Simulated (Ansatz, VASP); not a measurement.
# Ru: VASP beside Ansatz

Contents of INCAR:

```
  PREC = Accurate
  ENCUT = 520
  EDIFF = 1E-6
  ISMEAR = 0
  SIGMA = 0.1
  LREAL = Auto
  LASPH = T
  NELM = 60
  ALGO = Fast
  ISIF = 2
  LWAVE = F
  LCHARG = F
  LDIPOL = T
  IDIPOL = 3
  DIPOL = 0.5 0.5 0.296
  GGA = PE
  NBANDS = 126
```

Contents of KPOINTS:

```
regular mesh
0
Gamma
  6 6 1
```

Contents of POSCAR:

```
Ru
1.0
    5.4400501759      0.0000000000      0.0000000000
   -2.7200250880      4.7112216502      0.0000000000
    0.0000000000      0.0000000000     24.3659169780
Ru
16
Direct
    0.3333333333      0.1666666667      0.1641637376
    0.3333333333      0.6666666667      0.1641637376
    0.8333333333      0.1666666667      0.1641637376
    0.8333333333      0.6666666667      0.1641637376
    0.1666666667      0.3333333333      0.2523354552
    0.1666666667      0.8333333333      0.2523354552
    0.6666666667      0.3333333333      0.2523354552
    0.6666666667      0.8333333333      0.2523354552
    0.3333333333      0.1666666667      0.3401874899
    0.3333333333      0.6666666667      0.3401874899
    0.8333333333      0.1666666667      0.3401874899
    0.8333333333      0.6666666667      0.3401874899
    0.1666666667      0.3333333333      0.4254269186
    0.1666666667      0.8333333333      0.4254269186
    0.6666666667      0.3333333333      0.4254269186
    0.6666666667      0.8333333333      0.4254269186
```

Input for Ansatz:

```yaml
crystal:
  lattice:
    - [5.4400501759, 0.0, 0.0]
    - [-2.720025088, 4.7112216502, 0.0]
    - [0.0, 0.0, 24.365916978]
  atoms:
    - { symbol: Ru, position: [0.3333333333, 0.1666666667, 0.1641637376] }
    - { symbol: Ru, position: [0.3333333333, 0.6666666667, 0.1641637376] }
    - { symbol: Ru, position: [0.8333333333, 0.1666666667, 0.1641637376] }
    - { symbol: Ru, position: [0.8333333333, 0.6666666667, 0.1641637376] }
    - { symbol: Ru, position: [0.1666666667, 0.3333333333, 0.2523354552] }
    - { symbol: Ru, position: [0.1666666667, 0.8333333333, 0.2523354552] }
    - { symbol: Ru, position: [0.6666666667, 0.3333333333, 0.2523354552] }
    - { symbol: Ru, position: [0.6666666667, 0.8333333333, 0.2523354552] }
    - { symbol: Ru, position: [0.3333333333, 0.1666666667, 0.3401874899] }
    - { symbol: Ru, position: [0.3333333333, 0.6666666667, 0.3401874899] }
    - { symbol: Ru, position: [0.8333333333, 0.1666666667, 0.3401874899] }
    - { symbol: Ru, position: [0.8333333333, 0.6666666667, 0.3401874899] }
    - { symbol: Ru, position: [0.1666666667, 0.3333333333, 0.4254269186] }
    - { symbol: Ru, position: [0.1666666667, 0.8333333333, 0.4254269186] }
    - { symbol: Ru, position: [0.6666666667, 0.3333333333, 0.4254269186] }
    - { symbol: Ru, position: [0.6666666667, 0.8333333333, 0.4254269186] }
basis:
  ecutwfc: 420
kpoints:
  mp_grid: { grid: [6, 6, 1] }
hamiltonian:
  xc: pbe
scf:
  occupations: { method: gaussian, width: 0.1 }
output:
  forces: true
  eigenvalues: true
efield:
  axis: 3
  dipole_correction: true
  ramp_width: 0.04
```

Alike in both runs: task single point; functional PBE; k mesh 6 × 6 × 1; occupations gaussian, width 0.1 eV; no spin polarisation.

|  | VASP | Ansatz |
| --- | --- | --- |
| version | VASP 6.6.1 | Ansatz 0.2.0 |
| potentials or method | VASP PAW PBE potentials, release 64 (Ru_pv) | scalar-relativistic, plane waves, PAW |
| plane-wave cutoff (eV) | 520 | 420 |
| valence electrons in the cell | 224 | 256 |

Ansatz gave:

* gap on the k mesh at the Fermi level (eV): none
* rms of the force components (eV/Å): 0.255
* work function, face that differs most (eV): 5.03

Estimate VASP's values.

gap on the k mesh at the Fermi level (eV): none; rms of the force components (eV/Å): 0.255; work function, face that differs most (eV): 4.96.

Atom by atom the forces differ by 0.003 eV/Å (rms over components). A gap of «none» marks a metal or a gap that the smearing closes. The functional is the same, so the differences come from potentials, cutoffs and numerics. The two sets of potentials don't hold the same shells in valence.
